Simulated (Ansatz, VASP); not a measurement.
Two plane-wave programs on ZnO

Contents of INCAR:

```
ALGO = Fast
EDIFF = 1E-7
ENCUT = 520
GGA = PE
ISIF = 2
ISMEAR = 0
LASPH = T
LCHARG = F
LREAL = F
LWAVE = F
NBANDS = 26
NELM = 100
PREC = Accurate
SIGMA = 0.05
```

The input KPOINTS:

```
k-points
0
Gamma
  9 9 6
```

POSCAR

```
ZnO
1.0
    3.2797238684      0.0000000000      0.0000000000
   -1.6398619342      2.8403241874      0.0000000000
    0.0000000000      0.0000000000      5.2937796598
Zn O
2 2
Direct
    0.3333333333      0.6666666667      0.0014815949
    0.6666666667      0.3333333333      0.5014815949
    0.3333333333      0.6666666667      0.3806184051
    0.6666666667      0.3333333333      0.8806184051
```

Input for Ansatz:

```yaml
crystal:
  lattice:
    - [3.2797238684, 0.0, 0.0]
    - [-1.6398619342, 2.8403241874, 0.0]
    - [0.0, 0.0, 5.2937796598]
  atoms:
    - { symbol: Zn, position: [0.3333333333, 0.6666666667, 0.0014815949] }
    - { symbol: Zn, position: [0.6666666667, 0.3333333333, 0.5014815949] }
    - { symbol: O, position: [0.3333333333, 0.6666666667, 0.3806184051] }
    - { symbol: O, position: [0.6666666667, 0.3333333333, 0.8806184051] }
basis:
  ecutwfc: 520.0
kpoints:
  mp_grid: { grid: [9, 9, 6] }
hamiltonian:
  xc: pbe
  pseudopotentials: { kind: paw, azcp: { folder: soft_1 } }
scf:
  occupations: { method: gaussian, width: 0.05 }
output:
  forces: true
  stress: true
  eigenvalues: true
```

Alike in both runs: task single point; functional PBE; k mesh 9 × 9 × 6; occupations gaussian, width 0.05 eV; no spin polarisation.

```csv
,VASP,Ansatz
version,VASP 6.6.1,Ansatz 0.2.0
potentials or method,"VASP PAW PBE potentials, release 64 (Zn, O)","scalar-relativistic, plane waves, PAW"
plane-wave cutoff (eV),520,520
valence electrons in the cell,36,36
```

Ansatz gave:

- gap on the k mesh at the Fermi level (eV): 0.74
- least direct gap on the mesh (eV): 0.74
- pressure (GPa): 0.0

Task: What did VASP give for the same quantities?

Result: gap on the k mesh at the Fermi level (eV): 0.73; least direct gap on the mesh (eV): 0.73; pressure (GPa): 0.9.

A hybrid or GW would open this gap; PBE tends to underestimate it.
